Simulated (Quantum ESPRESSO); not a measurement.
BP: equation of state with r2SCAN

**The experiment to reproduce.**

From “Equation of state of single-crystal cubic boron phosphide”, 2014, arxiv:1407.1677, for a bulk crystal of BP at 300 K: bulk modulus 179 ± 1 GPa.

The system is BP.

```xyz
2
Lattice="0.0000 2.2690 2.2690 2.2690 0.0000 2.2690 2.2690 2.2690 0.0000" Properties=species:S:1:pos:R:3 pbc="T T T"
P     3.4035    3.4035    3.4035
B     0.0000    0.0000    0.0000
```

```yaml
Program: Quantum ESPRESSO 7.5
Task: equation of state
Functional: r2SCAN
Potentials_or_basis: SG15 PBE 1.2
Cutoff: 952 eV
Density_cutoff: 3810 eV
k_mesh: 8 × 8 × 8
Occupations: fermi-dirac, width 0.05 eV
Spin: no spin polarisation
```

| Property | Result |
| --- | --- |
| Equilibrium volume | 11.65 Å³/atom |
| Bulk modulus | 166 GPa |
| Pressure derivative of the bulk modulus | 3.7 |

Energy against volume, from the lowest point:
```csv
volume (Å³/atom),energy (meV/atom)
10.981,21.89
11.214,8.98
11.448,1.86
11.682,0.00
11.915,2.93
12.149,10.21
12.383,21.45
```

All runs of the series together: 11 min on 2 threads of Arm Neoverse V2, with other jobs on the host.

A measured bulk modulus of BP is 179 GPa (300 K; “Equation of state of single-crystal cubic boron phosphide”, 2014, arxiv:1407.1677); the calculated 166 GPa misses it by -7.5 %. 3 values of this kind are on record (173 to 179 GPa); this one was drawn at random among those near their median, those with a stated uncertainty first. The fit is for a static lattice scaled at fixed shape and fixed fractional positions.

Caveat: the potentials were made for another functional, which shifts forces and pressure.
